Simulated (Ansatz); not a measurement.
# Zr2NF2 MXene monolayer in a perpendicular field

Wanted: the out-of-plane response of the Zr2NF2 MXene monolayer. A positive field points along +c.

Program: Ansatz 0.2.0. Level of theory: plane-wave DFT, PBE-D3(BJ), Ansatz PAW (set soft_1); PAW set soft_1. Results are calculated unless marked as measured.

### Step 1. The starting structure

The cell holds 5 atoms: 2 F, 2 Zr and 1 N. Its edges and angles: a = 3.217 Å, b = 3.217 Å, c = 40.384 Å, α = 90.0°, β = 90.0°, γ = 120.0°. Vacuum lies along c.

As a file:

```cif
data_structure
_symmetry_space_group_name_H-M 'P 1'
_symmetry_Int_Tables_number 1
_cell_length_a 3.2175
_cell_length_b 3.2175
_cell_length_c 40.3841
_cell_angle_alpha 90.000
_cell_angle_beta 90.000
_cell_angle_gamma 120.000
_cell_volume 362.06
loop_
_atom_site_label
_atom_site_type_symbol
_atom_site_fract_x
_atom_site_fract_y
_atom_site_fract_z
_atom_site_occupancy
F1 F 0.33333 0.66667 0.44201 1
Zr2 Zr 0.66667 0.33333 0.46856 1
N3 N 0.00000 0.00000 0.50000 1
Zr4 Zr 0.33333 0.66667 0.53144 1
F5 F 0.66667 0.33333 0.55799 1
```

### Step 2. Relaxing the slab

The starting cell is a guess, so the in-plane lattice and the atoms are relaxed first, with the slab cut off from its images along the normal.

Contents of input.yaml:

```yaml
crystal:
  lattice:
    - [3.2175, 0.0, 0.0]
    - [-1.60875, 2.7864367367, 0.0]
    - [0.0, 0.0, 40.3840795587]
  atoms:
    - { symbol: F, position: [0.3333333333, 0.6666666667, 0.4420058646] }
    - { symbol: Zr, position: [0.6666666667, 0.3333333333, 0.4685633598], spin: 1.0 }
    - { symbol: "N", position: [0.0, 0.0, 0.5] }
    - { symbol: Zr, position: [0.3333333333, 0.6666666667, 0.5314366402], spin: 1.0 }
    - { symbol: F, position: [0.6666666667, 0.3333333333, 0.5579941354] }
  periodic: [true, true, false]
magnetization:
  spin_polarized: true
kpoints:
  mp_grid: { grid: [12, 12, 1] }
hamiltonian:
  xc: pbe
  dispersion: d3bj
  pseudopotentials: { kind: paw, azcp: { folder: soft_1 } }
scf:
  occupations: { method: fermi_dirac, width: 0.05 }
  convergence: { dr2_threshold: 1.0e-09 }
relax:
  f_tol: 0.004
  max_steps: 90
  cell: {}
output:
  write_potential: true
  write_density: true
  volumetric_format: npy
```

Run with:

```sh
> ansatz run input.yaml --threads 2 --pin off --max-ram 3072MiB --backend cpu --events-out ev --progress --plain --runs-dir out
```

Numbers of over 12 decimals in the logs are rounded to 6 here.

What it wrote:

```text
Warning: relax.cell: scf.convergence.dr2_threshold = 1e-9 eV is looser than the 2.31887077311e-10 eV advised for a relaxation that steers and ends on the stress (1e-10 eV for each atom of the cell: 5, times the square of relax.cell.stress_2d_tol = 0.05 N/m over 14.7 Å (the atoms' height at the walk's start and 5 Å past either face), 3.405e-2 GPa, over a crystal's default 0.05). What an SCF threshold leaves in a stress goes as its square root, and in the free energy as the threshold itself, and one threshold admits the most on a small cell: [figures from the program's tests cut] Set scf.convergence.dr2_threshold to 2.31887077311e-10 eV or tighter. [rest of the remark cut]
Engine: ansatz 0.2.0, aarch64-unknown-linux-gnu
Pseudopotentials: kind: paw
Pseudopotential: F, paw, valence charge 7, recommended cutoff 420 eV (normal), soft_1/F.paw.azcp
Pseudopotential: Zr, paw, valence charge 12, recommended cutoff 420 eV (normal), soft_1/Zr.paw.azcp
Pseudopotential: N, paw, valence charge 5, recommended cutoff 420 eV (normal), soft_1/N.paw.azcp
Functional definition: PBE
  parameter kappa = 0.804
  parameter beta = 0.066725
  exchange = pbe_x(kappa = kappa, mu = beta*pi^2/3)
  correlation = pbe_c(beta = beta)
Crystal: 5 atoms, lattice volume = 362.058 Å³
Basis set: ecut = 420 eV, 7167 PW (Γ), exchange–correlation on 48×48×540 points (8 copies of the dense FFT grid, shifted against one another)
Bands: 28, of which v1, the nominal top of the filled ones, is band 22 counted from 1 (21 counted from 0)
Symmetry: 12 space group operations
Space group: P-3m1 (ITA 164), of the structure as read, at distance tolerance 7.1e-5 Å
Magnetic group: BNS 164.85 (UNI 1315), of the structure as read, at distance tolerance 7.1e-5 Å
k-points: 19 of 144
Non-local potential: F, projectors of the file, l = 0: 2, l = 1: 2, l = 2: 1
Non-local potential: Zr, projectors of the file, l = 0: 3, l = 1: 2, l = 2: 2, l = 3: 1
Non-local potential: N, projectors of the file, l = 0: 2, l = 1: 2, l = 2: 1
PAW form: soft (Blöchl's): semilocal exchange-correlation on the pseudo side does not see the compensation charge
PAW one-centre angular grid: F, 110 points (default); XC on 64 Gauss nodes
PAW one-centre angular grid: Zr, 590 points (default); XC on 64 Gauss nodes
PAW one-centre angular grid: N, 110 points (default); XC on 64 Gauss nodes
Initial density: superposition of atomic densities (neutral atoms: chi_scale 0, normalization atom)
Starting moments: Σ|m| = 2 μB on 2 of 5 sites
Initial wavefunctions: pseudopotential atomic-orbital guess
Functional: x = pbe(κ = 0.804, μ = 0.219515), c = pbe(β = 0.066725)
SCF iter   1: F=—  HF=-10379.736519 eV  |F-HF|=—  |Δ(HF+E_count)|=         —  Δρ=2.81e-2 (↑2.81e-2 ↓2.71e-2)  dr2=1.83e1  dr2_m=1.45e-1  M=0.670 μB ∫|m|=0.743 μB  β_m=0.30  ethr=3.10e-3  ⟨swp⟩=14.7  Hψ=8261  notcnv=0
Mixer restart at iter 1: flushing history
preconditioner: auto → LDOS  [metal: Δε(μ)=0.027 eV  Ē_g=11.411 eV  σ=0.050 eV  W_gap=0.13  n_scr=24 (ndim 8)  ℏωp=9.4 eV  f_vac=0.797  D(μ)=1.57/eV (n_scr^D=10)]
spin=Collinear: LDOS preconditioning applied to the charge; magnetization (m = ρ↑ − ρ↓) channel mixes plain (no charge-response kernel on spin).
SCF iter   2: F=—  HF=-10376.218518 eV  |F-HF|=—  |Δ(HF+E_count)|=    3.52e0  Δρ=1.44e-2 (↑1.44e-2 ↓1.33e-2)  dr2=5.33e0  dr2_m=8.84e-2  M=0.525 μB ∫|m|=0.606 μB  β_m=0.45  ethr=3.10e-3  ⟨swp⟩=4.7  Hψ=3017  notcnv=0  defer=38
SCF iter   3: F=—  HF=-10375.093753 eV  |F-HF|=—  |Δ(HF+E_count)|=    1.12e0  Δρ=5.03e-3 (↑5.03e-3 ↓4.66e-3)  dr2=1.27e-1  dr2_m=2.40e-2  M=0.260 μB ∫|m|=0.329 μB  β_m=0.59  ethr=3.10e-3  ⟨swp⟩=6.1  Hψ=3050  notcnv=0  defer=39
SCF iter   4: F=—  HF=-10375.222047 eV  |F-HF|=—  |Δ(HF+E_count)|=         —  Δρ=2.28e-3 (↑2.28e-3 ↓1.86e-3)  dr2=2.70e-2  dr2_m=7.99e-3  M=0.056 μB ∫|m|=0.098 μB  β_m=0.59  ethr=2.96e-4  ⟨swp⟩=5.9  Hψ=2831  notcnv=0  defer=37
SCF iter   5: F=—  HF=-10375.224950 eV  |F-HF|=—  |Δ(HF+E_count)|=   2.90e-3  Δρ=7.23e-4 (↑7.23e-4 ↓6.91e-4)  dr2=9.17e-4  dr2_m=1.18e-3  M=0.026 μB ∫|m|=0.049 μB  β_m=0.77  ethr=6.27e-5  ⟨swp⟩=3.9  Hψ=2344  notcnv=0  defer=24
SCF iter   6: F=—  HF=-10375.227798 eV  |F-HF|=—  |Δ(HF+E_count)|=   2.85e-3  Δρ=2.16e-4 (↑2.16e-4 ↓1.67e-4)  dr2=1.68e-4  dr2_m=8.03e-5  M=0.007 μB ∫|m|=0.014 μB  β_m=0.76  ethr=2.13e-6  ⟨swp⟩=5.1  Hψ=3083  notcnv=0  defer=22
SCF iter   7: F=—  HF=-10375.227888 eV  |F-HF|=—  |Δ(HF+E_count)|=   9.06e-5  Δρ=9.05e-5 (↑5.83e-5 ↓9.05e-5)  dr2=2.51e-5  dr2_m=1.42e-5  M=0.003 μB ∫|m|=0.006 μB  β_m=0.85  ethr=3.92e-7  ⟨swp⟩=3.9  Hψ=2633  notcnv=0  defer=21
SCF iter   8: F=—  HF=-10375.227944 eV  |F-HF|=—  |Δ(HF+E_count)|=   5.56e-5  Δρ=1.96e-5 (↑1.96e-5 ↓1.19e-5)  dr2=3.05e-6  dr2_m=3.98e-7  M=0.001 μB ∫|m|=0.001 μB  β_m=0.85  ethr=5.84e-8  ⟨swp⟩=3.8  Hψ=2385  notcnv=0  defer=22
SCF iter   9: F=—  HF=-10375.227945 eV  |F-HF|=—  |Δ(HF+E_count)|=   1.28e-6  Δρ=5.17e-6 (↑5.17e-6 ↓5.00e-6)  dr2=2.85e-7  dr2_m=3.42e-8  M=0.000 μB ∫|m|=0.000 μB  β_m=0.86  ethr=7.09e-9  ⟨swp⟩=4.1  Hψ=2579  notcnv=0  defer=21
SCF iter  10: F=—  HF=-10375.227945 eV  |F-HF|=—  |Δ(HF+E_count)|=   4.17e-7  Δρ=1.61e-6 (↑1.31e-6 ↓1.61e-6)  dr2=8.44e-8  dr2_m=2.12e-9  M=0.000 μB ∫|m|=0.000 μB  β_m=0.87  ethr=6.63e-10  ⟨swp⟩=3.8  Hψ=2445  notcnv=0  defer=21
SCF iter  11: F=—  HF=-10375.227946 eV  |F-HF|=—  |Δ(HF+E_count)|=   8.47e-8  Δρ=5.88e-7 (↑5.88e-7 ↓5.23e-7)  dr2=3.00e-9  dr2_m=4.86e-10  M=0.000 μB ∫|m|=0.000 μB  β_m=0.87  ethr=1.96e-10  ⟨swp⟩=4.1  Hψ=2397  notcnv=0  defer=21
SCF iter  12: F=—  HF=-10375.227946 eV  |F-HF|=—  |Δ(HF+E_count)|=   4.35e-9  Δρ=1.69e-7 (↑1.69e-7 ↓1.56e-7)  dr2=4.68e-10  dr2_m=6.07e-11  M=0.000 μB ∫|m|=0.000 μB  β_m=0.91  ethr=6.99e-12  ⟨swp⟩=4.3  Hψ=2632  notcnv=0  defer=21
SCF iter  13: F=-10375.227946 eV  HF=-10375.227946 eV  |F-HF|=1.16e-10  |Δ(HF+E_count)|=   1.44e-9  Δρ=9.21e-8 (↑9.21e-8 ↓7.59e-8)  dr2=9.04e-11  dr2_m=6.45e-12  M=0.000 μB ∫|m|=0.000 μB  ethr=1.09e-12  ⟨swp⟩=8.4  Hψ=8010  notcnv=0
WARN: the starting moments were not kept: the SCF closed with an absolute magnetisation of 7.8e-6 μB, where they sum to 2 μB in size (2 sites). That is at most 0.1 of that sum. Measured as dr2_m measures the in/out step, that magnetisation stands 2.7e-12 eV from none, at or under the dr2_threshold of 1.0e-9 eV: it is no larger than a step whose dr2_m would equal this threshold. The system may hold no moment; this SCF [...]
SCF 1 converged in 13 iterations: F = -10375.227946 eV  dr2 = 9.04e-11
[...]
relax step  10: F+E_penalty+E_count = -10376.25111788 eV  Δ(F+E_penalty+E_count) = -2.823e-5 eV  max|allowed force component| = 1.033e-3 eV/Å  Δτ_max = 0.0010 Å  P = -0.005 N/m  Ω = 374.142 Å³  energy of the carried Pulay correction = -3.623e-3 eV  fix = [c, alpha, beta]  reactions: c -0.000 N/m  (7 SCF iters, accepted)
relax step  11: F+E_penalty+E_count = -10376.25603889 eV  Δ(F+E_penalty+E_count) = -4.921e-3 eV  max|allowed force component| = 7.707e-4 eV/Å  Δτ_max = 0.0000 Å  P = +0.135 N/m  Ω = 374.142 Å³  fix = [c, alpha, beta]  reactions: c +0.000 N/m  stress off target by 1.35e-1 N/m on what of the cell is left free  SCF on the basis re-selected at this cell (its energy is not comparable with the rows above)  (7 SCF iters)
relax step  12: F+E_penalty+E_count = -10376.25594318 eV  Δ(F+E_penalty+E_count) = +9.571e-5 eV  max|allowed force component| = 9.159e-4 eV/Å  Δτ_max = 0.0019 Å  P = +0.015 N/m  Ω = 374.634 Å³  energy of the carried Pulay correction = -1.525e-4 eV  fix = [c, alpha, beta]  reactions: c +0.000 N/m  (8 SCF iters, accepted)
iter 1 solved again at ethr=1.46e-7 eV; its pass at ethr=3.10e-3 eV (dr2=6.30e-5 eV) is discarded
SCF iter   1: F=—  HF=-10376.256188 eV  |F-HF|=—  |Δ(HF+E_count)|=         —  Δρ=3.72e-6 (↑3.72e-6 ↓3.72e-6)  dr2=1.59e-8  dr2_m=8.23e-12  M=-0.000 μB ∫|m|=0.000 μB  β_m=0.65  ethr=1.46e-7  ⟨swp⟩=7.5  Hψ=13370  notcnv=0
eigensolver tolerance schedule: the retry pair's looser diagonalisation over-reported the residual by 3949.80 of it (diagonalisation noise at 0.23 of the residual, at the tolerance the schedule requests for it); recorded, not acted on — ethr = c·dr2/N_el stays at c = 1.0e-1
preconditioner: auto → Resta (q_TF=auto, 1.902 Å⁻¹)  ε∞=2.0  [insulator: Δε(μ)=0.215 eV  Ē_g=9.354 eV  σ=0.050 eV  W_gap=0.57  n_scr=24 (ndim 8)  ℏωp=9.2 eV  f_vac=0.811  D(μ)=2.17/eV (n_scr^D=12)  ε∞_Penn≈2.0  vacuum switching on, ρ_ref=6.3e-3 e/Å³]
spin=Collinear: Resta preconditioning applied to the charge; magnetization (m = ρ↑ − ρ↓) channel mixes plain (no charge-response kernel on spin).
SCF iter   2: F=—  HF=-10376.256132 eV  |F-HF|=—  |Δ(HF+E_count)|=   5.53e-5  Δρ=1.39e-6 (↑1.39e-6 ↓1.39e-6)  dr2=9.60e-9  dr2_m=2.87e-12  M=-0.000 μB ∫|m|=0.000 μB  β_m=0.47  ethr=3.71e-11  ⟨swp⟩=5.5  Hψ=3896  notcnv=0
SCF iter   3: F=—  HF=-10376.256140 eV  |F-HF|=—  |Δ(HF+E_count)|=   7.36e-6  Δρ=8.95e-7 (↑8.95e-7 ↓8.92e-7)  dr2=9.15e-10  dr2_m=1.72e-12  M=-0.000 μB ∫|m|=0.000 μB  β_m=0.53  ethr=2.23e-11  ⟨swp⟩=3.2  Hψ=1940  notcnv=0
SCF iter   4: F=-10376.256150 eV  HF=-10376.256147 eV  |F-HF|=3.16e-6  |Δ(HF+E_count)|=   7.11e-6  Δρ=3.81e-7 (↑3.75e-7 ↓3.81e-7)  dr2=3.50e-10  dr2_m=5.45e-13  M=-0.000 μB ∫|m|=0.000 μB  ethr=2.13e-12  ⟨swp⟩=14.1  Hψ=9733  notcnv=0
the starting moments were not kept: the SCF closed with an absolute magnetisation of 2.4e-6 μB, where they sum to 2 μB in size (2 sites). That is at most 0.1 of that sum. Measured as dr2_m measures the in/out step, that magnetisation stands 5.2e-13 eV from none, at or under the dr2_threshold of 1.0e-9 eV: it is no larger than a step whose dr2_m would equal this threshold.
SCF 13 converged in 4 iterations: F = -10376.256150 eV  dr2 = 3.50e-10
relax step  13: F+E_penalty+E_count = -10376.25614999 eV  Δ(F+E_penalty+E_count) = -2.068e-4 eV  max|allowed force component| = 9.008e-4 eV/Å  Δτ_max = 0.0000 Å  P = +0.017 N/m  Ω = 374.634 Å³  fix = [c, alpha, beta]  reactions: c +0.000 N/m  stress off target by 1.66e-2 N/m on what of the cell is left free  SCF on the basis re-selected at this cell (its energy is not comparable with the rows above)  (4 SCF iters)
basis re-selected at this cell: Δ(F+E_penalty+E_count) = -2.068e-4 eV, ΔP = +0.002 N/m vs the last step (what re-selecting the basis moved, of the pressure what is left beyond the Pulay correction that the steps carried, after the strain that the cell walked since its last selection, with what the two solves' SCF thresholds leave and, on support functions, any second-order correction that the steps lacked; it is no m [...]
WARN: The output density's exchange-correlation potential varies sharply where the density is thin. Do not read a vacuum level from v_tot or v_xc, or from such a field of the output density. On a cell that repeats whose density bears no net charge and no dipole along the vacuum's axis use v_es (v_loc + v_h of the components); under efield.dipole_correction with no amplitude use v_es + v_field, which holds any externa [...]
SCF converged after 4 iterations
Magnetization: -0.0000 μB (21.5000 up, 21.5000 down)
Absolute magnetization: 0.0000 μB (∫|ρ↑−ρ↓|, with the PAW one-centre terms)
Spin contamination: 0.0000 ħ² per cell (⟨S²⟩ above its minimum at these occupations)
Per-site moments (μB) at R_I (Å): [(-3.5993097423180405e-8, 0.953829), (-4.171274391904109e-7, 0.915907), (2.4994627835958596e-7, 0.915907), (-4.171274392561367e-7, 0.915907), (-3.5993097389615487e-8, 0.953829)]
Free energy (F): -10376.256150 eV
Harris-Foulkes:  -10376.256147 eV  (|F-HF|=3.16e-6)
Internal energy: -10376.239793 eV  (E = F + TS)
E sigma→0 (E₀):  -10376.247971 eV
Entropy (-TS):   -0.016357 eV (-3.271 meV/atom)
Fermi energy:    -3.581354 eV
--- Per-component energies (eV) ---
  E_band       = -954.223286
  E_kinetic    = 1164.212294
  E_local      = -148492.021806  (includes V_loc(G=0)·N_el)
  E_nonlocal   = 358.265675
  E_hartree    = 73506.625626
  E_xc         = -526.611097
  E_vxc        = -643.582768  (∫ρ·V_xc dr)
  E_paw        = -6465.505554  (= ΣΔE_a)
  E_vpaw       = -354.350751  (= ΣTr[D̂ρ^β])
  E_aug_tail   = 0.002206  (compensation charges beyond the density's cutoff)
  E_ewald      = 70079.815045
  E_disp       = -1.022183  (pairwise vdW)
  E_smearing   = -0.016357  (= −TS)
  E_closure    = -0.000000  (closes the sum)
  Σ components = -10376.256150   (vs F -10376.256150, Δ=0.00e0)
--- Forces (eV/Å), atoms counted from 1 ---
  atom   1  F     -0.00000000     0.00000000    -0.00022632
  atom   2  Zr     0.00000000    -0.00000000    -0.00090083
  atom   3  N      0.00000000     0.00000000     0.00000000
  atom   4  Zr     0.00000000     0.00000000     0.00090083
  atom   5  F     -0.00000000    -0.00000000     0.00022632
  max |Σ_I F_I| component: 1.39e-17 eV/Å
--- 2D stress c σ (N/m, compression-positive) ---
        0.016569      -0.000000       0.000000
        0.000000       0.016569       0.000000
        0.000000       0.000000       0.000000
  P = ½ c Tr σ = 0.0166 N/m
--- Band table (eV; the first three rows and the last of 38) ---
  k-point 0 ↑: bands = [... 18 lower, -8.9819, -8.9819, -4.1474, -4.1474, -3.3739, -2.3997, -2.3567, -1.3380, ... 2 higher]
  k-point 1 ↑: bands = [... 18 lower, -9.1052, -9.0050, -4.4172, -4.0057, -3.3842, -2.1656, -2.0951, -1.7978, ... 2 higher]
  k-point 2 ↑: bands = [... 18 lower, -9.2506, -9.0444, -4.9608, -3.5996, -3.3647, -2.1085, -1.8245, -1.4991, ... 2 higher]
  k-point 18 ↓: bands = [... 18 lower, -9.4473, -9.0302, -3.7676, -3.6149, -3.6149, -1.4120, -0.7956, -0.7956, ... 2 higher]
  the weakly bound empty levels are not read free of the cell's end (no_gap_told)
--- Relaxed structure (11 steps of the walk, 9 accepted, 2 SCFs on fresh bases) ---
  F+E_penalty+E_count = -10376.25614999 eV   max|allowed force component| = 9.008e-4 eV/Å   (the final SCF, on the basis selected at the relaxed cell)
  cell:  # Å, volume = 374.6339 Å³
    - [3.272903, 0.0, 0.0]
    - [-1.636451, 2.834417, 0.0]
    - [0.0, 0.0, 40.3840795587]
  atoms:
    - { symbol: F, position: [0.333333, 0.666667, 0.438127] }
    - { symbol: Zr, position: [0.666667, 0.333333, 0.471128] }
    - { symbol: N, position: [0, 0, 0.500000] }
    - { symbol: Zr, position: [0.333333, 0.666667, 0.528872] }
    - { symbol: F, position: [0.666667, 0.333333, 0.561873] }
```

The job ended after 3.9 min (2 threads of Arm Neoverse V1, shared host; peak memory 0.78 GiB).

The steps of the relaxation:

```csv
step,energy less that of the first step (eV),largest force component (eV/Å),volume (Å³)
1,0.0000,4.6570,362.06
2,-0.8578,2.1814,370.93
3,-1.0184,0.0583,366.75
4,-1.0195,0.0746,368.47
5,-1.0213,0.2014,371.96
6,-0.7553,1.1923,398.66
7,-1.0169,0.3702,371.50
8,-1.0231,0.0298,372.68
9,-1.0231,0.0327,374.10
10,-1.0232,0.0010,374.14
11*,-1.0281,0.0008,374.14
12,-1.0280,0.0009,374.63
13*,-1.0282,0.0009,374.63
```

Relaxation steps marked * repeat the geometry before them on a plane-wave basis chosen anew for their cell, so energy and pressure can jump there. Relaxation steps 6, 7 were tried and not accepted.

Forces are held to the 12 operations that the run works with; a distortion that breaks them can't arise in this run.

```
cell as run  before  after  change
      a (Å)   3.217  3.273  +1.7 %
      b (Å)   3.217  3.273  +1.7 %
```

The atoms that moved most (Å, along periodic axes as changes of fractional coordinates times the final cell, across vacuum about the mean position):

```csv
atom,dx,dy,dz,length
F1,0.000,0.000,-0.157,0.157
F5,0.000,0.000,0.157,0.157
Zr4,0.000,0.000,-0.104,0.104
Zr2,0.000,0.000,0.104,0.104
```

Final coordinates:

```xyz
5
Lattice="3.2729 0.0000 0.0000 -1.6365 2.8344 0.0000 0.0000 0.0000 40.3841" Properties=species:S:1:pos:R:3
F     0.0000    1.8896   17.6934
Zr    1.6365    0.9448   19.0261
N     0.0000    0.0000   20.1920
Zr    0.0000    1.8896   21.3580
F     1.6365    0.9448   22.6907
```

Numbers from this step:

- energy at zero smearing: -10376.2480 eV

The lattice constant a goes from 3.217 to 3.273 Å.

(Continued in part 2 of 2.)

[Logs are printed without paths, hosts, clocks, repeated set-up lines and the standing remarks that a program may print on its own settings, such as how far it seeks lower states.]

[Hosts, paths, dates, database ids (printed as entryN), source tags and the programs' standing remarks are cut or masked in the printed files.]

[Maps of the electrostatic potential energy from Ansatz leave out the sawtooth potential of an applied field or a dipole correction, so their vacuum need not be flat; planar profiles and work functions include it.]
